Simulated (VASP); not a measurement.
A run of VASP 6.6.1 is set up as follows.

File POSCAR:

```
CoO
1.0
    2.5705263100      0.0000000000      0.0000000000
    0.0000000000      2.5705263100      0.0000000000
    0.0000000000      0.0000000000      5.1410526200
Co O
2 2
Direct
    0.0000000000      0.0000000000      0.0000000000
    0.0000000000      0.0000000000      0.5000000000
    0.5000000000      0.5000000000      0.2500000000
    0.5000000000      0.5000000000      0.7500000000
```

Contents of INCAR.step1:

```
SYSTEM = CoO
  ALGO = Normal
  EDIFF = 1E-6
  ENCUT = 520
  GGA = PE
  ISIF = 2
  ISMEAR = -1
  ISPIN = 2
  LASPH = .True.
  LCHARG = .True.
  LDAU = .True.
  LDAUJ = 0 0
  LDAUL = 2 -1
  LDAUPRINT = 1
  LDAUTYPE = 2
  LDAUU = 5 0
  LMAXMIX = 4
  LREAL = .False.
  LWAVE = .False.
  MAGMOM = 2 -2 0 0
  NBANDS = 27
  NELM = 120
  PREC = Accurate
  SIGMA = 0.05
```

Contents of KPOINTS.step1:

```
k-points
0
Gamma
  10 10 5
  0 0 0
```

Contents of INCAR.step2:

```
SYSTEM = CoO
  ALGO = Normal
  EDIFF = 1E-6
  ENCUT = 520
  GGA = PE
  ICHARG = 11
  ISIF = 2
  ISMEAR = -5
  ISPIN = 2
  LASPH = .True.
  LCHARG = .False.
  LDAU = .True.
  LDAUJ = 0 0
  LDAUL = 2 -1
  LDAUPRINT = 1
  LDAUTYPE = 2
  LDAUU = 5 0
  LMAXMIX = 4
  LORBIT = 10
  LREAL = .False.
  LWAVE = .False.
  MAGMOM = 2 -2 0 0
  NBANDS = 27
  NEDOS = 2001
  NELM = 120
  PREC = Accurate
  SIGMA = 0.05
```

Contents of KPOINTS.step2:

```
k-points
0
Gamma
  15 15 8
  0 0 0
```

Potentials or basis: VASP PAW PBE potentials, release 64 (Co, O).

Run with:

```bash
$ cat potpaw_PBE.64/Co/POTCAR potpaw_PBE.64/O/POTCAR > POTCAR
$ cp INCAR.step1 INCAR
$ cp KPOINTS.step1 KPOINTS
$ mpirun -np 1 vasp_std > vasp.out
$ cp INCAR.step2 INCAR
$ cp KPOINTS.step2 KPOINTS
$ mpirun -np 1 vasp_std > vasp.out
```

(1) Estimate the site moments.

(2) Estimate the net moment.

Answers

(1) Co +2.67, -2.67; O +0.00 μB.

(2) 0.00 μB per cell.
